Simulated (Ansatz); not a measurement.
# Molybdenum, diamond: r²SCAN0 after r²SCAN

Aim: see what exact exchange does to the levels, and what it costs. Spin polarisation is left out. The geometry was relaxed under r²SCAN beforehand and is kept. Exact exchange is dear, so the k-mesh is coarse, and r²SCAN is run on the same mesh for comparison.

Computed with Ansatz 0.2.0 (DFT, plane waves (500 eV) with PBE-made PAW files, scalar-relativistic; functionals as named at each step, unless a step says otherwise).

**1. The structure to begin with**

It takes space group Fd-3m (No. 227, cubic). Conventional cell: a = 5.651 Å, b = 5.651 Å, c = 5.651 Å, α = 90.00°, β = 90.00°, γ = 90.00°. Mo (site symmetry -43m) has 4 Mo at 2.45 Å as nearest neighbours.

Structure file:

```
CELL_PARAMETERS angstrom
0.00000 2.82572 2.82572
2.82572 0.00000 2.82572
2.82572 2.82572 0.00000
ATOMIC_POSITIONS crystal
Mo 0.12500 0.12500 0.12500
Mo 0.87500 0.87500 0.87500
```

**2. r²SCAN on the coarse mesh**

The run with r²SCAN.

File input.yaml:

```yaml
crystal:
  lattice:
    - [0.0, 2.8257167234, 2.8257167234]
    - [2.8257167234, 0.0, 2.8257167234]
    - [2.8257167234, 2.8257167234, 0.0]
  atoms:
    - { symbol: Mo, position: [0.125, 0.125, 0.125] }
    - { symbol: Mo, position: [0.875, 0.875, 0.875] }
hamiltonian:
  xc: r2scan
  pseudopotentials:
    kind: paw
    azcp:
      Mo: "pseudopotentials/Mo.paw.azcp"
basis:
  ecutwfc: 500
  fft_grid_basis: typed
kpoints:
  mp_grid: { grid: [5, 5, 5], shift: [0, 0, 0] }
magnetization:
  spin_polarized: false
scf:
  occupations: { method: fermi_dirac, width: 0.1 }
output:
  write_density: true
  write_potential: true
  elf: true
  volumetric_format: npy
```

On the command line:

```
$ ansatz run input.yaml --threads 4 --pin off --max-ram 8192MiB --backend cpu --events-out ev --progress --plain --runs-dir out
```

What it wrote:

```text
Warning: RAYON_NUM_THREADS=4 ignored (pool sized by the plan → 4); use --threads N
Engine: ansatz 0.2.0, aarch64-unknown-linux-gnu
Pseudopotentials: kind: paw
Pseudopotential: Mo, paw, valence charge 14, recommended cutoff 500 eV (meta_gga), <dir>
Functional definition: r2SCAN
  parameter k0 = 0.174
  parameter k1 = 0.065
  parameter a1 = 4.9479
  exchange = r2scan_x(k0 = k0, k1 = k1, a1 = a1)
  correlation = r2scan_c
Crystal: 2 atoms, lattice volume = 45.125 Å³
Basis set: ecut = 500 eV, 1139 PW (Γ), exchange–correlation on 120×120×120 points (64 copies of the dense FFT grid, shifted against one another)
Bands: 18, of which v1, the nominal top of the filled ones, is band 14 counted from 1 (13 counted from 0)
Symmetry: 48 space group operations
Space group: Fd-3m (ITA 227), of the structure as read, at distance tolerance 3.6e-5 Å
k-points: 10 of 125
Non-local potential: Mo, projectors of the file, l = 0: 3, l = 1: 2, l = 2: 2, l = 3: 1
PAW form: soft (Blöchl's): semilocal exchange-correlation on the pseudo side does not see the compensation charge
PAW frozen core: Mo, regenerated for the run's functional (the file was generated under x = pbe(κ = 0.804, μ = 0.2195149727645171), c = pbe(β = 0.06672455060314922))
PAW one-centre angular grid: Mo, 590 points (default); XC on 160 Gauss nodes
Initial density: superposition of atomic densities (neutral atoms: chi_scale 0, normalization atom), corrected by the library's trained network
Initial wavefunctions: pseudopotential atomic-orbital guess
Functional: x = r2scan, c = r2scan; τ floored in thin density (d = 2e-4 eV/Å³)
SCF iter   1: F=—  HF=-9930.557076 eV  |F-HF|=—  |Δ(HF+E_count)|=         —  Δρ=8.20e-3  dr2=1.05e-2  dr2_τ=2.88e-2  ethr=1.77e-3  ⟨swp⟩=5.0  Hψ=809  notcnv=0
preconditioner: auto → none  [insulator: Δε(μ)=0.257 eV  Ē_g=3.896 eV  σ=0.100 eV  W_gap=0.56  n_scr=14 (ndim 8)  ℏωp=19.1 eV  f_vac=0.000  D(μ)=2.07/eV (n_scr^D=14)  ε∞_Penn≈25.2]
SCF iter   2: F=—  HF=-9930.561933 eV  |F-HF|=—  |Δ(HF+E_count)|=   4.86e-3  Δρ=3.58e-3  dr2=2.43e-3  dr2_τ=1.92e-4  ethr=3.76e-5  ⟨swp⟩=2.9  Hψ=417  notcnv=0
SCF iter   3: F=—  HF=-9930.562412 eV  |F-HF|=—  |Δ(HF+E_count)|=   4.79e-4  Δρ=1.22e-3  dr2=6.30e-4  dr2_τ=1.61e-4  ethr=8.69e-6  ⟨swp⟩=2.0  Hψ=242  notcnv=0
SCF iter   4: F=—  HF=-9930.562271 eV  |F-HF|=—  |Δ(HF+E_count)|=   1.41e-4  Δρ=2.04e-4  dr2=1.25e-5  dr2_τ=1.07e-6  ethr=2.25e-6  ⟨swp⟩=2.7  Hψ=334  notcnv=0
SCF iter   5: F=—  HF=-9930.562281 eV  |F-HF|=—  |Δ(HF+E_count)|=   1.02e-5  Δρ=1.22e-4  dr2=8.33e-6  dr2_τ=8.53e-7  ethr=4.47e-8  ⟨swp⟩=2.7  Hψ=339  notcnv=0
SCF iter   6: F=—  HF=-9930.562280 eV  |F-HF|=—  |Δ(HF+E_count)|=   1.35e-6  Δρ=4.53e-5  dr2=1.06e-6  dr2_τ=1.78e-8  ethr=2.97e-8  ⟨swp⟩=2.1  Hψ=216  notcnv=0
SCF iter   7: F=-9930.562280 eV  HF=-9930.562280 eV  |F-HF|=3.46e-8  |Δ(HF+E_count)|=   1.51e-7  Δρ=1.02e-5  dr2=6.94e-8  dr2_τ=1.13e-9  ethr=3.57e-10  ⟨swp⟩=1.1  Hψ=451  notcnv=0
SCF 1 converged in 7 iterations: F = -9930.562280 eV  dr2 = 6.94e-8
SCF converged after 7 iterations
Free energy (F): -9930.562280 eV
Harris-Foulkes:  -9930.562280 eV  (|F-HF|=3.46e-8)
Internal energy: -9930.489484 eV  (E = F + TS)
E sigma→0 (E₀):  -9930.525882 eV
Entropy (-TS):   -0.072796 eV (-36.398 meV/atom)
Fermi energy:    12.935988 eV
--- Per-component energies (eV) ---
  E_band       = -332.498672
  E_kinetic    = 883.420491
  E_local      = -2510.796062  (includes V_loc(G=0)·N_el)
  E_nonlocal   = 294.815833
  E_hartree    = 884.039933
  E_xc         = -353.467992
  E_vxc        = -507.975952  (∫ρ·V_xc dr)
  E_paw        = -6437.887909  (= ΣΔE_a)
  E_vpaw       = -294.263477  (= ΣTr[D̂ρ^β])
  E_aug_tail   = 0.000006  (compensation charges beyond the density's cutoff)
  E_vtau       = 34.232855  (kinetic-family band-sum trace: ∫τ·v_τ [+ j·A + Jᵃ·Aᵃ] dr)
  E_ewald      = -2690.171376
  E_core_change = -0.442407  (= ΣΔE_core)
  E_smearing   = -0.072796  (= −TS)
  E_closure    = 0.000000  (closes the sum)
  Σ components = -9930.562280   (vs F -9930.562280, Δ=0.00e0)
--- Band table (eV; the first three rows and the last of 10) ---
  k-point 0: bands = ["-49.4077", "-48.6138", "-23.1124", "-23.1124", "-23.1124", "-21.8681", "-21.8681", "-21.8681", "7.9967", "10.6408", "10.6408", "11.4917", "11.4917", "11.4917", "14.3880", "14.3880", "14.3880", "17.7001"]
  k-point 1: bands = ["-49.3543", "-48.6712", "-23.1661", "-23.1661", "-23.1084", "-21.8706", "-21.8092", "-21.8092", "8.7115", "10.4307", "10.4307", "11.4848", "11.9107", "11.9107", "13.5408", "14.3671", "14.3671", "17.5805"]
  k-point 2: bands = ["-49.2408", "-48.7911", "-23.2443", "-23.2443", "-23.1061", "-21.8693", "-21.7227", "-21.7227", "10.1280", "10.6738", "10.6738", "11.2446", "11.5256", "11.5256", "13.0611", "15.1491", "15.1491", "17.0797"]
  k-point 9: bands = ["-49.1170", "-48.9188", "-23.4148", "-23.3598", "-22.6928", "-22.2797", "-21.6000", "-21.5495", "9.7332", "9.7441", "11.5215", "11.8955", "12.2273", "12.5977", "13.2042", "14.2223", "16.1547", "16.6603"]
```

Wall time 0.68 s (4 threads of Arm Neoverse V1, shared host); peak memory 0.37 GiB.

Axes a, b and c in the maps are those of this run's conventional cell (a, b, c = 5.651, 5.651, 5.651 Å).

Density in a lattice plane of the grid's cell (edges 5.65 and 5.65 Å, at 0.125 of the third edge), which holds Mo.

Values in e/Å³, 12 rows by 12 columns:
```
0.26 0.31 0.31 0.26 0.20 0.16 0.14 0.12 0.12 0.14 0.16 0.21
0.14 0.12 0.12 0.14 0.16 0.20 0.26 0.31 0.31 0.26 0.21 0.16
0.08 0.07 0.07 0.08 0.14 0.26 0.68 2.06 2.07 0.68 0.26 0.14
0.07 0.05 0.05 0.07 0.12 0.31 2.06 6.06 6.05 2.07 0.31 0.12
0.07 0.05 0.05 0.07 0.12 0.31 2.07 6.05 6.06 2.06 0.31 0.12
0.08 0.07 0.07 0.08 0.14 0.26 0.68 2.07 2.06 0.68 0.26 0.14
0.14 0.12 0.12 0.14 0.16 0.21 0.26 0.31 0.31 0.26 0.20 0.16
0.26 0.31 0.31 0.26 0.21 0.16 0.14 0.12 0.12 0.14 0.16 0.20
0.68 2.06 2.07 0.68 0.26 0.14 0.08 0.07 0.07 0.08 0.14 0.26
2.06 6.06 6.05 2.07 0.31 0.12 0.07 0.05 0.05 0.07 0.12 0.31
2.07 6.05 6.06 2.06 0.31 0.12 0.07 0.05 0.05 0.07 0.12 0.31
0.68 2.07 2.06 0.68 0.26 0.14 0.08 0.07 0.07 0.08 0.14 0.26
```
Columns run along the first of these edges and rows up along the second, over one cell in 12 and 12 even steps from the bottom left corner. Atoms in the plane (fractional): Mo at (0.12, 0.12), Mo at (0.62, 0.62).

ELF in the same plane.

Ten even steps from ' ' (0.09) to '@' (0.71):
```
::::::::::::::----::::....::::::::::....::::----
--::......::----::::::::----::::::----::::::::--
----::::::----::::::::----::......::----::::::::
..::::::::::....::::----::::::::::::::----::::..
................::----::--**##%%##**--::----::..
..          ....::::::::**@@@@@@@@@@**::::::::..
..          ..::::::..--%%@@##++##@@%%--..::::::
..          ..::::::..--%%@@##++##@@%%--..::::::
..          ....::::::::**@@@@@@@@@@**::::::::..
................::----::--**##%%##**--::----::..
..::::::::::....::::----::::::::::::::----::::..
----::::::----::::::::----::......::----::::::::
--::......::----::::::::----::::::----::::::::--
::::::::::::::----::::....::::::::::....::::----
--**##%%##**--::----::..................::----::
**@@@@@@@@@@**::::::::....          ....::::::::
%%@@##++##@@%%--..::::::..          ..::::::..--
%%@@##++##@@%%--..::::::..          ..::::::..--
**@@@@@@@@@@**::::::::....          ....::::::::
--**##%%##**--::----::..................::----::
```
Columns run along the first of these edges and rows up along the second, over one cell in 24 and 20 even steps from the bottom left corner. Atoms in the plane (fractional): Mo at (0.12, 0.12), Mo at (0.62, 0.62).

Both are smooth fields of the valence electrons: close to the nuclei they are not physical.

**3. r²SCAN0 on the coarse mesh**

The run with r²SCAN0.

input.yaml: that of step 2 with these lines changed.

```diff
@@ -9,3 +9,3 @@
 hamiltonian:
-  xc: r2scan
+  xc: r2scan0
   pseudopotentials:
```

On the command line:

```
$ ansatz run input.yaml --threads 4 --pin off --max-ram 8192MiB --backend cpu --events-out ev --progress --plain --runs-dir out
```

What it wrote (excerpt; [...] marks lines left out):

```text
Warning: RAYON_NUM_THREADS=4 ignored (pool sized by the plan → 4); use --threads N
[...]
[... 2 set-up lines as earlier in the session ...]
Functional definition: r2SCAN0
[...]
Crystal: 2 atoms, lattice volume = 45.125 Å³
Basis set: ecut = 500 eV, 1139 PW (Γ), exchange–correlation on 120×120×120 points (64 copies of the dense FFT grid, shifted against one another)
Bands: 18, of which v1, the nominal top of the filled ones, is band 14 counted from 1 (13 counted from 0)
[... 2 set-up lines as earlier in the session ...]
k-points: 10 of 125
[...]
SCF iter   1: F=—  HF=-9930.562667 eV  |F-HF|=—  |Δ(HF+E_count)|=         —  Δρ=8.74e-3  dr2=1.29e-2  dr2_τ=2.91e-2  ethr=1.77e-3  ⟨swp⟩=5.1  Hψ=688  notcnv=0
[...]
Frozen-core exchange: fock
[...]
hybrid SCF converged: 2 outer / 9 inner (+7 warm-up), last move |dexx| = 8.23e-7 eV, tail = 6.71e-8 eV
Stability not checked: this state was not tested for a lower state beside it, because the functional holds exact exchange (a hybrid, or Hartree-Fock), whose exchange loop this test does not read (fock_operator; see scf.lower_state_search)
Free energy (F): -9927.225832 eV
Frozen-core exchange: fock
[...]
E sigma→0 (E₀):  -9927.210912 eV
Entropy (-TS):   -0.029840 eV (-14.920 meV/atom)
Fermi energy:    12.868460 eV
[...]
--- Band table (eV; the first three rows and the last of 10) ---
  k-point 0: bands = ["-53.3668", "-52.5121", "-25.9120", "-25.9120", "-25.9120", "-24.5692", "-24.5692", "-24.5692", "6.7765", "9.7991", "9.7991", "10.6045", "10.6045", "10.6045", "14.8771", "14.8771"]
[...]
  guard bands above this table: 2 of the run's 18 bands. The solve was not asked for them (output.publish_guard_bands: true or output.eigenvalues: true publishes all)
```

Wall time 14 s (4 threads of Arm Neoverse V1, shared host); peak memory 1.1 GiB.

**4. The functionals compared**

| functional | gap on the mesh | Fermi energy (eV) | SCF cycles | exchange loops | CPU time |
| --- | --- | --- | --- | --- | --- |
| r²SCAN | none (levels filled in part) | 12.936 | 7 | - | 2 s |
| r²SCAN0 | none (levels filled in part) | 12.868 | 16 | 2 | 46 s |

**5. Results**

| quantity | value |
| --- | --- |
| r²SCAN: gap | none (levels filled in part) |
| r²SCAN0: gap | none (levels filled in part) |
| r²SCAN0: SCF cycles, exchange loops | 16, 2 |
| r²SCAN0: CPU time over that of r²SCAN | 24 |
| r²SCAN0: relative to bcc | +2778 meV/atom |

What this shows: Neither r²SCAN nor r²SCAN0 shows a clean gap on this mesh. The hybrid took 24 times as much CPU time as r²SCAN on the same settings. r²SCAN0 needed 2 outer loops of the exchange operator. To compare with dense-mesh energies, the change of r²SCAN from this mesh and smearing to its dense run (+12.9 meV/atom, from a run not shown) is added. Under r²SCAN0 it lies 2778 meV/atom above bcc (computed apart in the same way); on such meshes a few tens of meV are uncertain for metals. Absolute energies differ from functional to functional, by eV per atom at times, and say nothing by themselves.
